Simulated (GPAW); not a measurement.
# HfN (Fm-3m) in GPAW: single point with PBE

Aim: the single point of HfN with PBE.

Everything below comes from runs of GPAW 26.7.0. Logs are shortened: lines on timing, memory, paths and dates and some standing lists are left out, and cuts for length are marked. The log counts tension as positive stress, the text compression.

### Step 1. The crystal as given

It takes space group Fm-3m (No. 225, cubic). Conventional cell: a = 4.512 Å, b = 4.512 Å, c = 4.512 Å, α = 90.00°, β = 90.00°, γ = 90.00°. Hf (site symmetry m-3m) has 6 N at 2.26 Å as nearest neighbours. N (site symmetry m-3m) has 6 Hf at 2.26 Å as nearest neighbours.

### Step 2. Single point, PBE

Contents of run.py:

```python
from ase.dft.bandgap import bandgap
from ase.io import read, write
from ase.units import GPa
from gpaw import GPAW, PW

atoms = read('HfN.xyz')

calc = GPAW(mode=PW(550),
            xc='PBE',
            kpts={'size': (8, 8, 8), 'gamma': True},
            occupations={'name': 'fermi-dirac', 'width': 0.05},
            nbands=19,
            maxiter=120,
            txt='gpaw.txt')
atoms.calc = calc
energy = atoms.get_potential_energy()
forces = atoms.get_forces()
stress = atoms.get_stress()
calc.write('gs.gpw')
write('result.traj', atoms)
print(f'Energy: {energy:.6f} eV')
print('Forces (eV/A):')
print(forces.round(4))
print('Stress (GPa):', (stress / GPa).round(3))
print('Fermi level:', round(calc.get_fermi_level(), 4), 'eV')
print(f'Gap: {bandgap(calc)[0]:.4f} eV, direct: {bandgap(calc, direct=True)[0]:.4f} eV')
```

Contents of HfN.xyz:

```xyz
2
Lattice="0.0000000000 2.2560000000 2.2560000000 2.2560000000 0.0000000000 2.2560000000 2.2560000000 2.2560000000 0.0000000000" Properties=species:S:1:pos:R:3 pbc="T T T"
Hf     0.0000000000      0.0000000000      0.0000000000
N      2.2560000000      2.2560000000      2.2560000000
```

Potentials or basis: GPAW PAW data sets (gpaw-data 1.2.1), pw.

Run with:

```
> OMP_NUM_THREADS=1 python run.py
```

gpaw.txt:

```text
__  _  _
 | _ |_)|_||  |
 |__||  | ||/\| - 26.7.0

Input parameters:
  mode=PW(ecut=550.0),
  kpts=MonkhorstPack(size=(8, 8, 8), gamma=True),
  maxiter=120,
  nbands=19,
  occupations=Occupations(name='fermi-dirac', width=0.05),
  xc=XC(name='PBE')

Diagonalizing LCAO Hamiltonian
Converting LCAO to pw mode

              N

       Hf

Atoms  # Å, Bohr magnetons
|   | symbol |        x |        y |        z |    initial magnetic moments |
|---|--------|----------|----------|----------|-----------------------------|
| 0 |     Hf | 0.000000 | 0.000000 | 0.000000 | ( 0.0000,  0.0000,  0.0000) |
| 1 |      N | 2.256000 | 2.256000 | 2.256000 | ( 0.0000,  0.0000,  0.0000) |

Unit cell  # Å
| periodic |        x |        y |        z |  lengths |    angles |
|----------|----------|----------|----------|----------|-----------|
|      yes | 0.000000 | 2.256000 | 2.256000 | 3.190466 | 60.000000 |
|      yes | 2.256000 | 0.000000 | 2.256000 | 3.190466 | 60.000000 |
|      yes | 2.256000 | 2.256000 | 0.000000 | 3.190466 | 60.000000 |

Number of symmetries: 48
Symmetry operations  # r_c * U_cc + t_c -> r_c
|    | kind |            matrix            |
|----|------|------------------------------|
|  0 |  σ   |  1, 0, 0,  1, 0,-1,  1,-1, 0 |
|  1 |  C2  |  1, 0, 0,  1,-1, 0,  1, 0,-1 |
|  2 |  E   |  1, 0, 0,  0, 1, 0,  0, 0, 1 |
|  3 |  σ   |  1, 0, 0,  0, 0, 1,  0, 1, 0 |
|  4 |  C4  |  1, 0,-1,  1, 0, 0,  1,-1, 0 |
|  5 |  S6  |  1, 0,-1,  1,-1, 0,  1, 0, 0 |
|  6 |  σ   |  1, 0,-1,  0, 1,-1,  0, 0,-1 |
|  7 |  C3  |  1, 0,-1,  0, 0,-1,  0, 1,-1 |
|  8 |  S6  |  1,-1, 0,  1, 0, 0,  1, 0,-1 |
|  9 |  C4  |  1,-1, 0,  1, 0,-1,  1, 0, 0 |
| 10 |  C3  |  1,-1, 0,  0,-1, 1,  0,-1, 0 |
| 11 |  σ   |  1,-1, 0,  0,-1, 0,  0,-1, 1 |
| 12 |  σ   |  0, 1, 0,  1, 0, 0,  0, 0, 1 |
| 13 |  C4  |  0, 1, 0,  0, 1,-1, -1, 1, 0 |
| 14 |  C3  |  0, 1, 0,  0, 0, 1,  1, 0, 0 |
| 15 |  S6  |  0, 1, 0, -1, 1, 0,  0, 1,-1 |
| 16 |  C2  |  0, 1,-1,  1, 0,-1,  0, 0,-1 |
| 17 |  σ   |  0, 1,-1,  0, 1, 0, -1, 1, 0 |
| 18 |  S4  |  0, 1,-1,  0, 0,-1,  1, 0,-1 |
| 19 |  C4  |  0, 1,-1, -1, 1, 0,  0, 1, 0 |
| 20 |  C3  |  0, 0, 1,  1, 0, 0,  0, 1, 0 |
| 21 |  σ   |  0, 0, 1,  0, 1, 0,  1, 0, 0 |
| 22 |  S6  |  0, 0, 1,  0,-1, 1, -1, 0, 1 |
| 23 |  C4  |  0, 0, 1, -1, 0, 1,  0,-1, 1 |
| 24 |  S4  |  0, 0,-1,  1, 0,-1,  0, 1,-1 |
| 25 |  C3  |  0, 0,-1,  0, 1,-1,  1, 0,-1 |
| 26 |  C2  |  0, 0,-1,  0,-1, 0, -1, 0, 0 |
| 27 |  S6  |  0, 0,-1, -1, 0, 0,  0,-1, 0 |
| 28 |  S4  |  0,-1, 1,  1,-1, 0,  0,-1, 0 |
| 29 |  C4  |  0,-1, 1,  0, 0, 1, -1, 0, 1 |
| 30 |  C2  |  0,-1, 1,  0,-1, 0,  1,-1, 0 |
| 31 |  σ   |  0,-1, 1, -1, 0, 1,  0, 0, 1 |
| 32 |  C3  |  0,-1, 0,  1,-1, 0,  0,-1, 1 |
| 33 |  S6  |  0,-1, 0,  0, 0,-1, -1, 0, 0 |
| 34 |  S4  |  0,-1, 0,  0,-1, 1,  1,-1, 0 |
| 35 |  C2  |  0,-1, 0, -1, 0, 0,  0, 0,-1 |
| 36 |  C2  | -1, 1, 0,  0, 1, 0,  0, 1,-1 |
| 37 |  S6  | -1, 1, 0,  0, 1,-1,  0, 1, 0 |
| 38 |  S4  | -1, 1, 0, -1, 0, 1, -1, 0, 0 |
| 39 |  C3  | -1, 1, 0, -1, 0, 0, -1, 0, 1 |
| 40 |  S6  | -1, 0, 1,  0, 0, 1,  0,-1, 1 |
| 41 |  C2  | -1, 0, 1,  0,-1, 1,  0, 0, 1 |
| 42 |  C3  | -1, 0, 1, -1, 1, 0, -1, 0, 0 |
| 43 |  S4  | -1, 0, 1, -1, 0, 0, -1, 1, 0 |
| 44 |  C2  | -1, 0, 0,  0, 0,-1,  0,-1, 0 |
| 45 |  i   | -1, 0, 0,  0,-1, 0,  0, 0,-1 |
| 46 |  σ   | -1, 0, 0, -1, 1, 0, -1, 0, 1 |
| 47 |  C2  | -1, 0, 0, -1, 0, 1, -1, 1, 0 |

BZ-sampling:
  Number of BZ points: 512
  Number of IBZ points: 29

  Monkhorst-Pack size: [8, 8, 8]
  Monkhorst-Pack shift: [0.0625, 0.0625, 0.0625]

K-points  # in reciprocal-cell coordinates
|     |                                coordinates |     weight |
|-----|--------------------------------------------|------------|
|   0 | (  0.00000000,   0.00000000,   0.00000000) | 0.00195312 |
|   1 | (  0.12500000,   0.12500000,   0.00000000) | 0.01171875 |
|   2 | (  0.12500000,   0.12500000,   0.12500000) | 0.01562500 |
|   3 | (  0.25000000,   0.12500000,   0.12500000) | 0.02343750 |
|   4 | (  0.25000000,   0.25000000,   0.00000000) | 0.01171875 |
|   5 | (  0.25000000,   0.25000000,   0.12500000) | 0.04687500 |
|   6 | (  0.25000000,   0.25000000,   0.25000000) | 0.01562500 |
|   7 | (  0.37500000,   0.25000000,  -0.37500000) | 0.04687500 |
|   8 | (  0.37500000,   0.25000000,   0.12500000) | 0.04687500 |
|   9 | (  0.37500000,   0.25000000,   0.25000000) | 0.04687500 |
| ... |                                            |            |
|  28 | (  0.50000000,   0.50000000,   0.50000000) | 0.00781250 |

Plane wave coefficients: 692
Cutoff: 550.0 eV

Spin-components: 1 (collinear spins)
Bands:           19
Projectors:      11
Spin-degeneracy: 2
Datatype:        complex128

Parallelization:
  kpt:    1
  domain: 1
  band:   1

Density:
  Valence electrons: 17.0
  Components: 1
  Grid points: [18 18 18]
  Charge: 0.0  # |e|

Potential:
  Grid points: [18 18 18]

species:
  Hf:
    name:    Hafnium
    Z:       72.0
    valence: 12
    core:    60
    charge:  0.0  # [|e|]
    compensation charges:
      type: gauss
      rc: 0.41  # [Å]
      lmax: 2
    cutoffs:
      filter: 2.36  # [Å]
      core: 4.02  # [Å]
    projectors
    | kind |    occ | energy [eV] | rcut [Å] |
    |------|--------|-------------|----------|
    |   5s |  2.000 |     -66.831 |    1.397 |
    |   6s |  2.000 |      -5.097 |    1.397 |
    |   5p |  6.000 |     -35.599 |    1.307 |
    |   6p |  0.000 |      -1.401 |    1.307 |
    |   5d |  2.000 |      -2.699 |    1.334 |
    |    d |        |      24.513 |    1.334 |

    Using partial waves for Hf as LCAO basis

  N:
    name:    Nitrogen
    Z:       7.0
    valence: 5
    core:    2
    charge:  0.0  # [|e|]
    compensation charges:
      type: gauss
      rc: 0.18  # [Å]
      lmax: 2
    cutoffs:
      filter: 1.11  # [Å]
      core: 0.96  # [Å]
    projectors
    | kind |    occ | energy [eV] | rcut [Å] |
    |------|--------|-------------|----------|
    |   2s |  2.000 |     -18.583 |    0.603 |
    |   2p |  3.000 |      -7.089 |    0.529 |
    |    s |        |       8.629 |    0.603 |
    |    p |        |      20.123 |    0.529 |
    |    d |        |       0.000 |    0.577 |

    Using partial waves for N as LCAO basis

Reference energy: -411367.836780  # eV

eigensolver:
  PPCG
  Converge bands: occupied
  niter=2

density mixing:
  MSR1-Mixer
  Pratt-step length: 0.05
  Maximum mixing coefficient: 0.75
  Old densities: 10
  SVD Regularization: 0.005
  Good broyden scale: 1.0
  Trust region scale: 1.0
  Backstep threshold: 4.0
  History deletion threshold: 6.0
  Fourier metric: weight=20.0, sigma=0.015

occupation numbers:
  Fermi-Dirac:
    width: 0.0500  # eV

poisson solver:
  ecut: 4400.0  # eV

xc functional:
  name: PBE with 2 nearest neighbor stencil

convergence criteria:
- Maximum [total energy] change in last 3 cyles: 0.0005 eV / valence electron
- Maximum integral of absolute [dens]ity change: 0.0001 electrons / valence electron
- Maximum integral of absolute [eigenst]ate change: 4e-08 eV^2 / valence electron
maximum number of iterations: 120

SCF iterations
|iter     | |      energy | eigst |  dens |
|---------|-|-------------|-------|-------|
|iter:   1| |  -20.681994 | -0.05 |       |
|iter:   2| |  -20.165744 | -2.46 | -0.91 |
|iter:   3| |  -18.955263 | -1.51 | -0.97 |
|iter:   4| |  -18.960824 | -3.16 | -1.63 |
|iter:   5| |  -18.968187 | -3.32 | -1.85 |
|iter:   6| |  -18.968109c| -5.23 | -2.93 |
|iter:   7| |  -18.968120c| -6.49 | -3.49 |
|iter:   8| |  -18.968122c| -7.28 | -4.02c|
|iter:   9| |  -18.968122c| -8.88c| -5.22c|

Converged in 9 steps
Energy contributions relative to reference atoms: (reference = -411367.836780)

Energy contributions:
  Kinetic:          21.996442
  Coulomb:         -21.524850
  Zero:             -0.373000
  External:          0.000000
  Xc:              -19.063263
  Entropy:          -0.006900
  Spinorbit:         0.000000
  ----------------------------
  Free energy:     -18.971572
  Extrapolated:    -18.968122

dipole moment: (-16.326124, -16.326124, -16.326124)  # |e|*Ang

Fermi level: 13.981
Eigenvalues  # (at kpt = [0.000, 0.000, 0.000])
| band index |      eig [eV] | occ [0-2] |
|------------|---------------|-----------|
|          0 |       -48.614 |     2.000 |
|        ... |               |           |
|          3 |       -17.208 |     2.000 |
|          4 |        -3.577 |     2.000 |
|          5 |        11.005 |     2.000 |
|          6 |        11.005 |     2.000 |
|          7 |        11.005 |     2.000 |
|          8 |        13.619 |     1.999 |
[... 8 lines left out ...]
|         17 |        38.523 |     0.000 |
|         18 |        40.399 |     0.000 |

No gap
No difference between direct/indirect transitions

Forces  # eV/Ang
|       x |        y |        z |
|---------|----------|----------|
| 0.00000 |  0.00000 | -0.00000 |  # Hf   0
| 0.00000 | -0.00000 | -0.00000 |  # N    1

Stress tensor  # eV/Ang^3
|        x |        y |        z |
|----------|----------|----------|
| 0.016184 | 0.000000 | 0.000000 |
| 0.000000 | 0.016184 | 0.000000 |
| 0.000000 | 0.000000 | 0.016184 |

# Writing to gs.gpw (mode='')
```

stdout:

```text
Energy: -18.968122 eV
Forces (eV/A):
[[ 0.  0. -0.]
 [ 0. -0. -0.]]
Stress (GPa): [2.593 2.593 2.593 0.    0.    0.   ]
Fermi level: 13.9808 eV
Gap: 0.0000 eV, direct: 0.0000 eV
```

Run time: 11 s. Hardware: 1 thread of Arm Neoverse V1, shared host; peak memory 0.14 GiB.

These settings aren't checked as converged: the numbers below hold their error.

Results:

```yaml
Free_energy: -18.9716 eV
Pressure: -2.6 GPa
Band_gap_on_the_k_mesh: none (metal or under the smearing width)
```

Caveat: the cutoff is short for stress and forces, so pressures can be off by a GPa or more.
